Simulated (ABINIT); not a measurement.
## Ge: single point with LDA

Ge:

```
Ge
1.0
     0.00000    2.82891    2.82891
     2.82891    0.00000    2.82891
     2.82891    2.82891    0.00000
Ge
2
Direct
  0.75000 0.75000 0.75000
  0.50000 0.50000 0.50000
```

* Program: ABINIT 10.8.3 (patched build)
* Task: single point
* Functional: LDA
* Potentials or basis: PseudoDojo NC SR LDA v0.4.1 standard
* Cutoff: 952 eV
* k mesh: 6 × 6 × 6
* Occupations: fermi-dirac, width 0.05 eV
* Spin: no spin polarisation

The band gap on the k mesh is none (metal or under the smearing width). The valence electrons inside the program's atomic spheres are Ge 11.58 (radii [1.0584] Å).

Levels at points of the mesh, in eV from the Fermi level:
```tsv
k point	band 10	band 11	band 12	band 13	band 14	band 15	band 16	band 17	band 18
(0.00, 0.00, 0.00)	-24.67	-12.80	-0.17	0.02	0.02	0.02	2.55	2.55	2.55
(0.50, 0.00, 0.00)	-24.64	-10.71	-7.62	-1.38	-1.38	0.07	3.74	3.74	7.01
(0.50, 0.50, 0.00)	-24.63	-8.92	-8.92	-3.05	-3.05	0.69	0.69	9.43	9.43
```

It took 7.9 s on 4 MPI ranks on Intel(R) Xeon(R) Platinum 8488C (Sapphire Rapids) (shared host), peak memory 0.28 GiB a rank.

Caveat: this crystal is a semiconductor, whose small gap the functional closes, so the metal is an error of the method.
